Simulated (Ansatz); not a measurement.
# AlN: the cost of one run

Method: DFT PBE, scalar-relativistic, plane waves, PAW, in Ansatz 0.2.0.

## (1) Starting point

It takes space group F-43m (No. 216, cubic). The conventional cell has a = 4.368 Å, b = 4.368 Å, c = 4.368 Å, α = 90.00°, β = 90.00°, γ = 90.00°. Al (site symmetry -43m) has 4 N at 1.89 Å as nearest neighbours. N (site symmetry -43m) is surrounded by 4 Al at 1.89 Å.

Coordinates:

```cif
data_structure
_symmetry_space_group_name_H-M 'P 1'
_symmetry_Int_Tables_number 1
_cell_length_a 9.2659
_cell_length_b 9.2659
_cell_length_c 9.2659
_cell_angle_alpha 60.000
_cell_angle_beta 60.000
_cell_angle_gamma 60.000
_cell_volume 562.53
loop_
_atom_site_label
_atom_site_type_symbol
_atom_site_fract_x
_atom_site_fract_y
_atom_site_fract_z
_atom_site_occupancy
Al1 Al 0.00000 0.00000 0.00000 1
Al2 Al 0.00000 0.00000 0.33333 1
Al3 Al 0.00000 0.00000 0.66667 1
Al4 Al 0.00000 0.33333 0.00000 1
Al5 Al 0.00000 0.33333 0.33333 1
Al6 Al 0.00000 0.33333 0.66667 1
Al7 Al 0.00000 0.66667 0.00000 1
Al8 Al 0.00000 0.66667 0.33333 1
Al9 Al 0.00000 0.66667 0.66667 1
Al10 Al 0.33333 0.00000 0.00000 1
Al11 Al 0.33333 0.00000 0.33333 1
Al12 Al 0.33333 0.00000 0.66667 1
Al13 Al 0.33333 0.33333 0.00000 1
Al14 Al 0.33333 0.33333 0.33333 1
Al15 Al 0.33333 0.33333 0.66667 1
Al16 Al 0.33333 0.66667 0.00000 1
Al17 Al 0.33333 0.66667 0.33333 1
Al18 Al 0.33333 0.66667 0.66667 1
Al19 Al 0.66667 0.00000 0.00000 1
Al20 Al 0.66667 0.00000 0.33333 1
Al21 Al 0.66667 0.00000 0.66667 1
Al22 Al 0.66667 0.33333 0.00000 1
Al23 Al 0.66667 0.33333 0.33333 1
Al24 Al 0.66667 0.33333 0.66667 1
Al25 Al 0.66667 0.66667 0.00000 1
Al26 Al 0.66667 0.66667 0.33333 1
Al27 Al 0.66667 0.66667 0.66667 1
N1 N 0.25000 0.25000 0.25000 1
N2 N 0.25000 0.25000 0.58333 1
N3 N 0.25000 0.25000 0.91667 1
N4 N 0.25000 0.58333 0.25000 1
N5 N 0.25000 0.58333 0.58333 1
N6 N 0.25000 0.58333 0.91667 1
N7 N 0.25000 0.91667 0.25000 1
N8 N 0.25000 0.91667 0.58333 1
N9 N 0.25000 0.91667 0.91667 1
N10 N 0.58333 0.25000 0.25000 1
N11 N 0.58333 0.25000 0.58333 1
N12 N 0.58333 0.25000 0.91667 1
N13 N 0.58333 0.58333 0.25000 1
N14 N 0.58333 0.58333 0.58333 1
N15 N 0.58333 0.58333 0.91667 1
N16 N 0.58333 0.91667 0.25000 1
N17 N 0.58333 0.91667 0.58333 1
N18 N 0.58333 0.91667 0.91667 1
N19 N 0.91667 0.25000 0.25000 1
N20 N 0.91667 0.25000 0.58333 1
N21 N 0.91667 0.25000 0.91667 1
N22 N 0.91667 0.58333 0.25000 1
N23 N 0.91667 0.58333 0.58333 1
N24 N 0.91667 0.58333 0.91667 1
N25 N 0.91667 0.91667 0.25000 1
N26 N 0.91667 0.91667 0.58333 1
N27 N 0.91667 0.91667 0.91667 1
```

The runs take a perfect supercell of 54 atoms; the defect goes to fractional position (0.000, 0.000, 0.000).

## (2) The perfect supercell

The input, input.yaml:

```yaml
crystal:
  lattice:
    - [0.0, 6.551981, 6.551981]
    - [6.551981, 0.0, 6.551981]
    - [6.551981, 6.551981, 0.0]
  atoms:
    - { symbol: Al, position: [0.0, 0.0, 0.0] }
    - { symbol: Al, position: [0.0, 0.0, 0.333333] }
    - { symbol: Al, position: [0.0, 0.0, 0.666667] }
    - { symbol: Al, position: [0.0, 0.333333, 0.0] }
    - { symbol: Al, position: [0.0, 0.333333, 0.333333] }
    - { symbol: Al, position: [0.0, 0.333333, 0.666667] }
    - { symbol: Al, position: [0.0, 0.666667, 0.0] }
    - { symbol: Al, position: [0.0, 0.666667, 0.333333] }
    - { symbol: Al, position: [0.0, 0.666667, 0.666667] }
    - { symbol: Al, position: [0.333333, 0.0, 0.0] }
    - { symbol: Al, position: [0.333333, 0.0, 0.333333] }
    - { symbol: Al, position: [0.333333, 0.0, 0.666667] }
    - { symbol: Al, position: [0.333333, 0.333333, 0.0] }
    - { symbol: Al, position: [0.333333, 0.333333, 0.333333] }
    - { symbol: Al, position: [0.333333, 0.333333, 0.666667] }
    - { symbol: Al, position: [0.333333, 0.666667, 0.0] }
    - { symbol: Al, position: [0.333333, 0.666667, 0.333333] }
    - { symbol: Al, position: [0.333333, 0.666667, 0.666667] }
    - { symbol: Al, position: [0.666667, 0.0, 0.0] }
    - { symbol: Al, position: [0.666667, 0.0, 0.333333] }
    - { symbol: Al, position: [0.666667, 0.0, 0.666667] }
    - { symbol: Al, position: [0.666667, 0.333333, 0.0] }
    - { symbol: Al, position: [0.666667, 0.333333, 0.333333] }
    - { symbol: Al, position: [0.666667, 0.333333, 0.666667] }
    - { symbol: Al, position: [0.666667, 0.666667, 0.0] }
    - { symbol: Al, position: [0.666667, 0.666667, 0.333333] }
    - { symbol: Al, position: [0.666667, 0.666667, 0.666667] }
    - { symbol: "N", position: [0.25, 0.25, 0.25] }
    - { symbol: "N", position: [0.25, 0.25, 0.583333] }
    - { symbol: "N", position: [0.25, 0.25, 0.916667] }
    - { symbol: "N", position: [0.25, 0.583333, 0.25] }
    - { symbol: "N", position: [0.25, 0.583333, 0.583333] }
    - { symbol: "N", position: [0.25, 0.583333, 0.916667] }
    - { symbol: "N", position: [0.25, 0.916667, 0.25] }
    - { symbol: "N", position: [0.25, 0.916667, 0.583333] }
    - { symbol: "N", position: [0.25, 0.916667, 0.916667] }
    - { symbol: "N", position: [0.583333, 0.25, 0.25] }
    - { symbol: "N", position: [0.583333, 0.25, 0.583333] }
    - { symbol: "N", position: [0.583333, 0.25, 0.916667] }
    - { symbol: "N", position: [0.583333, 0.583333, 0.25] }
    - { symbol: "N", position: [0.583333, 0.583333, 0.583333] }
    - { symbol: "N", position: [0.583333, 0.583333, 0.916667] }
    - { symbol: "N", position: [0.583333, 0.916667, 0.25] }
    - { symbol: "N", position: [0.583333, 0.916667, 0.583333] }
    - { symbol: "N", position: [0.583333, 0.916667, 0.916667] }
    - { symbol: "N", position: [0.916667, 0.25, 0.25] }
    - { symbol: "N", position: [0.916667, 0.25, 0.583333] }
    - { symbol: "N", position: [0.916667, 0.25, 0.916667] }
    - { symbol: "N", position: [0.916667, 0.583333, 0.25] }
    - { symbol: "N", position: [0.916667, 0.583333, 0.583333] }
    - { symbol: "N", position: [0.916667, 0.583333, 0.916667] }
    - { symbol: "N", position: [0.916667, 0.916667, 0.25] }
    - { symbol: "N", position: [0.916667, 0.916667, 0.583333] }
    - { symbol: "N", position: [0.916667, 0.916667, 0.916667] }
basis:
  ecutwfc: 420
  fft_grid_basis: typed
kpoints:
  mp_grid: { grid: [2, 2, 2] }
hamiltonian:
  xc: pbe
  pseudopotentials: { kind: paw }
scf:
  occupations: { method: gaussian, width: 0.05 }
output:
  forces: true
  stress: false
  eigenvalues: true
  bader: false
  write_density: true
  volumetric_format: npy
```

On the command line:

```sh
> ansatz run input.yaml --threads 4 --pin off --max-ram 10240MiB --backend cpu --events-out ev --progress --plain --runs-dir out
```

**Question.** How long does this run take on 4 threads of Intel Xeon Platinum 8259CL at 2.50GHz (Skylake/Cascade Lake), shared host, and how much memory does it need?

About 3.4 s, with a peak of 1.6 GiB.
